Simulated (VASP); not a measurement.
Set up this calculation in VASP 6.6.1, as the native input.

- Task: relaxation of cell and atoms
- Functional: PBE
- Potentials or basis: VASP PAW PBE potentials, release 64 (B, As)
- Cutoff: 600 eV
- k mesh: 4 × 4 × 4
- Occupations: gaussian, width 0.1 eV
- Spin: no spin polarisation
- Dipole correction: no
- Further INCAR settings: ALGO = Fast; EDIFF = 1e-07; IBRION = 2; EDIFFG = -0.04; NSW = 90; ISIF = 3

The structure of BAs lies in POSCAR:

```
BAs
1.0
   -3.1858916100      3.1858916100      3.1858916100
    3.1858916100     -3.1858916100      3.1858916100
    3.1858916100      3.1858916100     -3.1858916100
B As
4 4
Direct
    0.3171980400      0.3171980400      0.3171980400
    0.0000000000      0.0000000000      0.6828019600
    0.0000000000      0.6828019600      0.0000000000
    0.6828019600      0.0000000000      0.0000000000
    0.6828019600      0.6828019600      0.6828019600
    0.0000000000      0.0000000000      0.3171980400
    0.0000000000      0.3171980400      0.0000000000
    0.3171980400      0.0000000000      0.0000000000
```

The cell was built by a generator and needn't be a form met in nature.

These files were run (other wordings do the same):

INCAR

```
  ALGO = Fast
  EDIFF = 1E-7
  EDIFFG = -0.04
  ENCUT = 600
  GGA = PE
  IBRION = 2
  ISIF = 3
  ISMEAR = 0
  LASPH = T
  LCHARG = F
  LREAL = F
  LWAVE = F
  NELM = 100
  NSW = 90
  PREC = Accurate
  SIGMA = 0.1
```

KPOINTS

```
k-points
0
Gamma
  4 4 4
```

Potentials or basis: VASP PAW PBE potentials, release 64 (B, As).

Run with:

```sh
$ cat potpaw_PBE.64/B/POTCAR potpaw_PBE.64/As/POTCAR > POTCAR
$ mpirun -np 1 vasp_std > vasp.out
```

Results of the run:

The relaxed volume is 18.01 Å³/atom. The relaxed cell is a = 5.720 Å, b = 5.720 Å, c = 5.720 Å, α = 109.47°, β = 109.47°, γ = 109.47°. The space group after relaxing (to 0.05 Å) is I-43m (No. 217) and the energy gained by relaxing is 117.2 meV/atom. The ionic steps are 11, the pressure after relaxing is 0.0 GPa and the largest force after relaxing is 0.007 eV/Å. The band gap on the k mesh is 1.08 eV, direct.

Wall time 6.2 min on 1 thread of Intel(R) Xeon(R) Platinum 8559C (Emerald Rapids) (shared host), peak memory 0.34 GiB.
